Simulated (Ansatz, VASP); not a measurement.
## W: VASP beside Ansatz

Contents of INCAR:

```
  PREC = Accurate
  ENCUT = 600
  EDIFF = 1E-7
  ISMEAR = -1
  SIGMA = 0.05
  LREAL = F
  LASPH = T
  NELM = 80
  ALGO = Normal
  ISIF = 3
  LWAVE = F
  LCHARG = F
  GGA = RE
  IBRION = 2
  NSW = 40
  EDIFFG = -0.01
```

KPOINTS

```
regular mesh
0
Gamma
  12 12 12
```

Contents of POSCAR:

```
W
1.0
   -1.5823450000      1.5823450000      1.5823450000
    1.5823450000     -1.5823450000      1.5823450000
    1.5823450000      1.5823450000     -1.5823450000
W
1
Direct
    0.0000000000      0.0000000000      0.0000000000
```

The input input.yaml:

```yaml
crystal:
  lattice:
    - [-1.582345, 1.582345, 1.582345]
    - [1.582345, -1.582345, 1.582345]
    - [1.582345, 1.582345, -1.582345]
  atoms:
    - { symbol: W, position: [0.0, 0.0, 0.0] }
hamiltonian:
  xc: revpbe
  pseudopotentials: { kind: paw }
kpoints:
  mp_grid: { grid: [12, 12, 12] }
scf:
  occupations: { method: fermi_dirac, width: 0.05 }
output:
  forces: true
  stress: true
relax:
  f_tol: 0.01
  max_steps: 40
  cell: { stress_tol: 0.05 }
```

Alike in both runs: task relaxation of cell and atoms; functional revPBE; k mesh 12 × 12 × 12; occupations fermi-dirac, width 0.05 eV; no spin polarisation.

|  | VASP | Ansatz |
| --- | --- | --- |
| version | VASP 6.6.1 | Ansatz 0.2.0 |
| potentials or method | VASP PAW PBE potentials, release 64 (W_sv) | Ansatz PAW |
| plane-wave cutoff (eV) | 600 | 420 |
| valence electrons in the cell | 14 | 14 |

VASP gave:

```
relaxed volume (Å³/atom)                                     : 16.32
relaxed cell length with the largest relative difference (Å) : 2.768
energy change over the relaxation (meV/atom)                 : -13
```

Question: Estimate Ansatz's values.

Answer: Relaxed volume (Å³/atom): 16.29; relaxed cell length with the largest relative difference (Å): 2.766; energy change over the relaxation (meV/atom): -12.

Caveats: the PAW data sets were made with another functional, which shifts forces and pressure a little (VASP); the plane-wave basis is chosen anew once the cell has moved, so the energies of steps on either side of that aren't comparable (Ansatz); the PAW data sets come from PBE, with cores solved anew for the run's functional, which leaves a small shift of forces and pressure (Ansatz). Zero-point motion and thermal expansion aren't in these numbers. The runs have no spin-orbit coupling, so splittings on W are missing.
